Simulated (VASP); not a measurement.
# Mg (P6_3/mmc) in VASP: notebook, part 2 of 2

VASP 6.6.1. The steps go on from the part before.

## (3) Relaxation of cell and atoms, PBE

This run uses another cell than the first one, of 22.89 Å³/atom, 0.985 times its volume.

Contents of INCAR:

```
ALGO = Normal ; EDIFF = 1E-7
EDIFFG = -0.005 ; ENCUT = 600
GGA = PE ; IBRION = 2
ISIF = 3 ; ISMEAR = 1
LASPH = T ; LCHARG = F
LREAL = F ; LWAVE = F
NELM = 80 ; NSW = 90
PREC = Accurate ; SIGMA = 0.1
```

Contents of KPOINTS:

```
k-points
0
Gamma
  15 15 7
```

Contents of POSCAR:

```
Mg                                      
1.0
    3.2118469639      0.0000000000      0.0000000000
   -1.6059234819      2.7815410654      0.0000000000
    0.0000000000      0.0000000000      5.1232994859
  Mg            
     2
Direct
     0.3333333300000021    0.6666666699999979    0.2500000000000000
     0.6666666699999979    0.3333333300000021    0.7500000000000000
```

Potentials or basis: VASP PAW PBE potentials, release 64 (Mg).

Run with:

```
$ cat potpaw_PBE.64/Mg/POTCAR > POTCAR
$ mpirun -np 1 vasp_std > vasp.out
```

OUTCAR:

```text
EDIFF = 1E-7
   EDIFFG = -0.005
   ENCUT = 600
   GGA = PE
   IBRION = 2
   ISIF = 3
   ISMEAR = 1
   LASPH = T
   LREAL = F
   NELM = 80
   NSW = 90
   PREC = Accurate

 ion  position               nearest neighbor table
   1  0.333  0.667  0.250-   2 3.16   2 3.16   2 3.16   2 3.16   2 3.16   2 3.16
   2  0.667  0.333  0.750-   1 3.16   1 3.16   1 3.16   1 3.16   1 3.16   1 3.16

  LATTYP: Found a hexagonal cell.
 ALAT       =     3.2118469639
 C/A-ratio  =     1.5951256531

  Lattice vectors:

 A1 = (   3.2118469639,   0.0000000000,   0.0000000000)
 A2 = (  -1.6059234819,   2.7815410654,   0.0000000000)
 A3 = (   0.0000000000,   0.0000000000,   5.1232994859)

Analysis of symmetry for initial positions (statically):
=====================================================================
 Subroutine PRICEL returns:
 Original cell was already a primitive cell.

 Routine SETGRP: Setting up the symmetry group for a
 hexagonal supercell.

 Subroutine GETGRP returns: Found 24 space group operations
 (whereof 12 operations were pure point group operations)
 out of a pool of 24 trial point group operations.

The static configuration has the point symmetry D_3d.
 The point group associated with its full space group is D_6h.

Analysis of symmetry for dynamics (positions and initial velocities):
=====================================================================
 Subroutine PRICEL returns:
 Original cell was already a primitive cell.

 Routine SETGRP: Setting up the symmetry group for a
 hexagonal supercell.

 Subroutine GETGRP returns: Found 24 space group operations
 (whereof 12 operations were pure point group operations)
 out of a pool of 24 trial point group operations.

The dynamic configuration has the point symmetry D_3d.
 The point group associated with its full space group is D_6h.

[... 171 lines left out ...]
 -----------------------------------------------------------------------------------
     -0.00000      1.85436      1.28082        -0.000000     -0.000000      0.000000
      1.60592      0.92718      3.84247         0.000000      0.000000      0.000000
 -----------------------------------------------------------------------------------
    total drift:                                0.000000     -0.000000      0.000000

  FREE ENERGIE OF THE ION-ELECTRON SYSTEM (eV)
  ---------------------------------------------------
  free  energy   TOTEN  =        -3.0161873582 eV

  energy  without entropy=       -3.0157885457  energy(sigma->0) =       -3.01605442

--------------------------------------- Ionic step        2  -------------------------------------------

 number of electron       4.0000000 magnetization

 Free energy of the ion-electron system (eV)
  ---------------------------------------------------
  ext. energy  EPLUGINS =         0.00000000
  ---------------------------------------------------
  free energy    TOTEN  =        -3.01618995 eV

  energy without entropy =       -3.01578815  energy(sigma->0) =       -3.01605601

 E-fermi :   2.6075     XC(G=0):  -8.5017

 val. band max:        2.5929737923   @ k =   0.3333   0.1333   0.1429
 cond. band min:       2.6357089930   @ k =   0.2000   0.0667   0.0000
 fundamental gap:      0.0427352006
 Fermi energy:         2.6074624186

 k-point     1 :       0.0000    0.0000    0.0000
  band No.  band energies     occupation
      1      -4.2952      2.00000
      2       1.0563      2.00000
      3       1.5770      2.00000
      4      13.4224      0.00000
      5      13.4226      0.00000
      6      13.4998      0.00000
[... 199 lines left out ...]
 k-point    24 :       0.4000    0.2000    0.0000
  band No.  band energies     occupation
      1       1.0070      2.00000
      2       1.0104      2.00000
      3       4.4993     -0.00000
      4       5.8662      0.00000
      5       6.2553      0.00000
      6       6.5509      0.00000

 [... further k-points ...]
[... 5 lines left out ...]
  --------------------------------------------------------------------------------------
  -------------------------------------------------------------------------------------
  Total        0.0011415      0.0011415     -0.0065655      0.0000000      0.0000000      0.0000000
  in kB        0.0399733      0.0399733     -0.2299071      0.0000000      0.0000000      0.0000000
  external PRESSURE =      -0.0499868 kB  Pullay stress =       0.0000000 kB

 VOLUME and BASIS-vectors are now :
 -----------------------------------------------------------------------------
  energy-cutoff  :      600.00
  volume of cell :       45.75
      direct lattice vectors                 reciprocal lattice vectors
     3.211677869 -0.000000000 -0.000000000     0.311363730  0.179765933 -0.000000000
    -1.605838935  2.781394625 -0.000000000     0.000000000  0.359531866 -0.000000000
     0.000000000  0.000000000  5.121879174     0.000000000  0.000000000  0.195240842

 POSITION                                       TOTAL-FORCE (eV/Angst)
 -----------------------------------------------------------------------------------
     -0.00000      1.85426      1.28047         0.000000     -0.000000      0.000000
      1.60584      0.92713      3.84141         0.000000      0.000000      0.000000
 -----------------------------------------------------------------------------------
    total drift:                                0.000000     -0.000000      0.000000

  FREE ENERGIE OF THE ION-ELECTRON SYSTEM (eV)
  ---------------------------------------------------
  free  energy   TOTEN  =        -3.0161899457 eV

  energy  without entropy=       -3.0157881492  energy(sigma->0) =       -3.01605601

 reached required accuracy - stopping structural energy minimisation
```

OSZICAR:

```text
N       E                     dE             d eps       ncg     rms          rms(c)
DAV:   1     0.828534428331E-01    0.82853E-01   -0.14034E+03  1296   0.526E+02
DAV:   2    -0.300902120449E+01   -0.30919E+01   -0.30303E+01  1752   0.302E+01
DAV:   3    -0.302971348194E+01   -0.20692E-01   -0.20691E-01  1848   0.333E+00
DAV:   4    -0.302977250108E+01   -0.59019E-04   -0.59019E-04  1782   0.148E-01
DAV:   5    -0.302977278185E+01   -0.28077E-06   -0.28081E-06  1860   0.837E-03    0.959E-01
DAV:   6    -0.302363984704E+01    0.61329E-02   -0.60533E-04  1644   0.294E-01    0.614E-01
DAV:   7    -0.301617644862E+01    0.74634E-02   -0.23671E-03  1428   0.511E-01    0.340E-02
DAV:   8    -0.301618889457E+01   -0.12446E-04   -0.13513E-05  2130   0.336E-02    0.752E-03
DAV:   9    -0.301618760782E+01    0.12868E-05   -0.12209E-06  1566   0.788E-03    0.625E-04
DAV:  10    -0.301618738020E+01    0.22762E-06   -0.45551E-09  1164   0.676E-04    0.123E-04
DAV:  11    -0.301618735822E+01    0.21979E-07   -0.54336E-10   918   0.218E-04
   1 F= -.30161874E+01 E0= -.30160544E+01  d E =-.301619E+01
       N       E                     dE             d eps       ncg     rms          rms(c)
DAV:   1    -0.301618990933E+01   -0.25291E-05   -0.80408E-06  1800   0.174E-02    0.116E-03
DAV:   2    -0.301618994569E+01   -0.36362E-07   -0.28826E-08  1320   0.121E-03
   2 F= -.30161899E+01 E0= -.30160560E+01  d E =-.258747E-05
```

CONTCAR:

```text
Mg
   1.00000000000000
     3.2116778692215804   -0.0000000000000030   -0.0000000000000000
    -1.6058389345607955    2.7813946251125934   -0.0000000000000000
     0.0000000000000000    0.0000000000000000    5.1218791737852589
  Mg
     2
Direct
     0.3333333300000021    0.6666666699999979    0.2500000000000000
     0.6666666699999979    0.3333333300000021    0.7500000000000000

  0.00000000E+00  0.00000000E+00  0.00000000E+00
  0.00000000E+00  0.00000000E+00  0.00000000E+00
```

It took 28 s on 1 thread of Intel Xeon Platinum 8259CL at 2.50GHz (Skylake/Cascade Lake), shared host; peak memory 0.2 GiB.

What came out:

- Free energy: -3.0162 eV
- Relaxed volume: 22.88 Å³/atom
- Relaxed cell: a = 3.212 Å, b = 3.212 Å, c = 5.122 Å, α = 90.00°, β = 90.00°, γ = 120.00°
- Space group after relaxing (to 0.05 Å): P6_3/mmc (No. 194)
- Energy gained by relaxing: 0.0 meV/atom
- Ionic steps: 2
- Pressure after relaxing: 0.0 GPa
- Band gap on the k mesh: none (metal or under the smearing width)

Final structure:
```
Mg
1.0
     3.21168    0.00000    0.00000
    -1.60584    2.78139    0.00000
     0.00000    0.00000    5.12188
Mg
2
Direct
  0.33333 0.66667 0.25000
  0.66667 0.33333 0.75000
```

## (4) Relaxation of cell and atoms, LDA

Contents of INCAR:

```
  PREC = Accurate
  ENCUT = 600
  EDIFF = 1E-6
  ISMEAR = 1
  SIGMA = 0.1
  LREAL = F
  LASPH = T
  NELM = 80
  ALGO = Normal
  ISIF = 3
  LWAVE = F
  LCHARG = F
  GGA = CA
  IBRION = 2
  NSW = 90
  EDIFFG = -0.01
```

Contents of KPOINTS:

```
regular mesh
0
Gamma
  15 15 7
```

Contents of POSCAR:

```
Mg
1.0
    3.2093000000      0.0000000000      0.0000000000
   -1.6046500000      2.7793353300      0.0000000000
    0.0000000000      0.0000000000      5.2103000000
Mg
2
Direct
    0.3333333300      0.6666666700      0.2500000000
    0.6666666700      0.3333333300      0.7500000000
```

Potentials or basis: VASP PAW LDA potentials, release 64 (Mg).

Run with:

```
$ cat potpaw_LDA.64/Mg/POTCAR > POTCAR
$ mpirun -np 1 vasp_std > vasp.out
```

OUTCAR:

```text
PREC = Accurate
   ENCUT = 600
   EDIFF = 1E-6
   ISMEAR = 1
   LREAL = F
   LASPH = T
   NELM = 80
   ISIF = 3
   GGA = CA
   IBRION = 2
   NSW = 90
   EDIFFG = -0.01

 ion  position               nearest neighbor table
   1  0.333  0.667  0.250-   2 3.20   2 3.20   2 3.20   2 3.20   2 3.20   2 3.20
   2  0.667  0.333  0.750-   1 3.20   1 3.20   1 3.20   1 3.20   1 3.20   1 3.20

  LATTYP: Found a hexagonal cell.
 ALAT       =     3.2093000000
 C/A-ratio  =     1.6235004518

  Lattice vectors:

 A1 = (   3.2093000000,   0.0000000000,   0.0000000000)
 A2 = (  -1.6046500000,   2.7793353300,   0.0000000000)
 A3 = (   0.0000000000,   0.0000000000,   5.2103000000)

Analysis of symmetry for initial positions (statically):
=====================================================================
 Subroutine PRICEL returns:
 Original cell was already a primitive cell.

 Routine SETGRP: Setting up the symmetry group for a
 hexagonal supercell.

 Subroutine GETGRP returns: Found 24 space group operations
 (whereof 12 operations were pure point group operations)
 out of a pool of 24 trial point group operations.

The static configuration has the point symmetry D_3d.
 The point group associated with its full space group is D_6h.

Analysis of symmetry for dynamics (positions and initial velocities):
=====================================================================
 Subroutine PRICEL returns:
 Original cell was already a primitive cell.

 Routine SETGRP: Setting up the symmetry group for a
 hexagonal supercell.

 Subroutine GETGRP returns: Found 24 space group operations
 (whereof 12 operations were pure point group operations)
 out of a pool of 24 trial point group operations.

The dynamic configuration has the point symmetry D_3d.
 The point group associated with its full space group is D_6h.

 Subroutine INISYM returns: Found 24 space group operations
[... 124 lines left out ...]
   AEXX    =    0.0000 exact exchange contribution
   IVDW    =     0    specifies the selected vdW correction
   LEPSILON=     F    determine dielectric tensor
   LRPA    =     F    only Hartree local field effects (RPA)
 conjugate gradient relaxation of ions
 non-spin polarized calculation
 Methfessel and Paxton  Order N= 1 SIGMA  =   0.10
  energy-cutoff  :      600.00
  volume of cell :       46.47
 maximum number of plane-waves:      1569
 NGX is ok and might be reduce to    28
   NGX = 13   NGY = 13   NGZ = 21

--------------------------------------- Ionic step        1  -------------------------------------------

 number of electron       4.0000000 magnetization

 Free energy of the ion-electron system (eV)
  ---------------------------------------------------
  ext. energy  EPLUGINS =         0.00000000
  ---------------------------------------------------
  free energy    TOTEN  =        -3.58924004 eV

  energy without entropy =       -3.58983349  energy(sigma->0) =       -3.58943786

------------------------ aborting loop because EDIFF is reached ----------------------------------------

  FORCE on cell =-STRESS in cart. coord.  units (eV):
  Direction    XX          YY          ZZ          XY          YZ          ZX
  --------------------------------------------------------------------------------------
  -------------------------------------------------------------------------------------
  Total       -0.6941744     -0.6941744     -1.0500120      0.0000000      0.0000000      0.0000000
  in kB      -23.9312374    -23.9312375    -36.1985214      0.0000000      0.0000000      0.0000000
  external PRESSURE =     -28.0203321 kB  Pullay stress =       0.0000000 kB
[... 167 lines left out ...]
--------------------------------------- Ionic step        6  -------------------------------------------

 number of electron       4.0000000 magnetization

 Free energy of the ion-electron system (eV)
  ---------------------------------------------------
  ext. energy  EPLUGINS =         0.00000000
  ---------------------------------------------------
  free energy    TOTEN  =        -3.62446070 eV

  energy without entropy =       -3.62401698  energy(sigma->0) =       -3.62431279

 E-fermi :   2.7840     XC(G=0):  -8.9003

 val. band max:        2.7619803327   @ k =   0.4000   0.0667   0.2857
 cond. band min:       2.8149309737   @ k =   0.3333   0.1333   0.0000
 fundamental gap:      0.0529506411
 Fermi energy:         2.7839688416

 k-point     1 :       0.0000    0.0000    0.0000
  band No.  band energies     occupation
      1      -4.3855      2.00000
      2       1.1745      2.00000
      3       1.7429      2.00000
      4      13.9096      0.00000
      5      13.9096      0.00000
      6      14.0443      0.00000
[... 199 lines left out ...]
 k-point    24 :       0.4000    0.2000    0.0000
  band No.  band energies     occupation
      1       1.1094      2.00000
      2       1.1311      2.00000
      3       4.7197     -0.00000
      4       6.1520      0.00000
      5       6.5274      0.00000
      6       6.8921      0.00000

 [... further k-points ...]
[... 5 lines left out ...]
  --------------------------------------------------------------------------------------
  -------------------------------------------------------------------------------------
  Total       -0.0051916     -0.0051916     -0.0091552      0.0000000      0.0000000      0.0000000
  in kB       -0.1938532     -0.1938532     -0.3418537      0.0000000      0.0000000      0.0000000
  external PRESSURE =      -0.2431867 kB  Pullay stress =       0.0000000 kB
[... 17 lines left out ...]
  FREE ENERGIE OF THE ION-ELECTRON SYSTEM (eV)
  ---------------------------------------------------
  free  energy   TOTEN  =        -3.6244606984 eV

  energy  without entropy=       -3.6240169837  energy(sigma->0) =       -3.62431279

 reached required accuracy - stopping structural energy minimisation
```

It took 40 s on 1 thread of Intel Xeon Platinum 8488C (Sapphire Rapids), shared host; peak memory 0.18 GiB.

What came out:

| Item | Value |
| --- | --- |
| Free energy | -3.6245 eV |
| Relaxed volume | 21.45 Å³/atom |
| Relaxed cell | a = 3.145 Å, b = 3.145 Å, c = 5.008 Å, α = 90.00°, β = 90.00°, γ = 120.00° |
| Space group after relaxing (to 0.05 Å) | P6_3/mmc (No. 194) |
| Energy gained by relaxing | 17.6 meV/atom |
| Ionic steps | 6 |
| Pressure after relaxing | 0.0 GPa |
| Band gap on the k mesh | none (metal or under the smearing width) |

Step by step:
```csv
step,energy change (eV),largest force (eV/Å),pressure (GPa),volume (Å³)
1,0.0000,0.0000,-2.80,46.47
2,-0.0325,0.0000,-0.82,43.79
3,-0.0350,0.0000,-0.02,42.91
4,-0.0350,0.0000,0.04,42.84
5,-0.0351,0.0000,0.03,42.85
6,-0.0352,0.0000,-0.02,42.91
```

Final structure:
```yaml
crystal:
  lattice:
    - [3.14524, 0.00000, 0.00000]
    - [-1.57262, 2.72386, 0.00000]
    - [0.00000, 0.00000, 5.00841]
  atoms:
    - { symbol: Mg, position: [0.33333, 0.66667, 0.25000] }
    - { symbol: Mg, position: [0.66667, 0.33333, 0.75000] }
```

LDA usually gives volumes a few per cent too small. Zero-point motion and thermal expansion aren't in these numbers.
